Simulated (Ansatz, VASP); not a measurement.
**Nb in VASP and in Ansatz**

```xyz
1
Lattice="0.0000 -2.0852 -2.0852 2.0852 0.0000 -2.0852 2.0852 -2.0852 0.0000" Properties=species:S:1:pos:R:3 pbc="T T T"
Nb    0.0000    0.0000    0.0000
```

This isn't the form of Nb at room conditions, which is bcc.

Alike in both runs: functional PBEsol; k mesh 18 × 18 × 18; occupations gaussian, width 0.1 eV; no spin polarisation.

Ansatz relaxed the structure, and its values are those at the end. VASP's run is a single point on that final structure, the one shown.

|  | VASP | Ansatz |
| --- | --- | --- |
| version | VASP 6.6.1 | Ansatz 0.2.0 |
| potentials or method | VASP PAW PBE potentials, release 64 (Nb_sv) | scalar-relativistic, plane waves, PAW |
| plane-wave cutoff (eV) | 520 | 420 |
| valence electrons in the cell | 13 | 13 |

```csv
,VASP,Ansatz,Ansatz less VASP
gap on the k mesh at the Fermi level (eV),none,none,-
pressure (GPa),-0.3,0.0,+0.29
```

A gap of «none» marks a metal or a gap that the smearing closes. The functional is the same, so the differences come from potentials, cutoffs and numerics.

Caveats: the PAW data sets were made with another functional, which shifts forces and pressure a little (VASP).
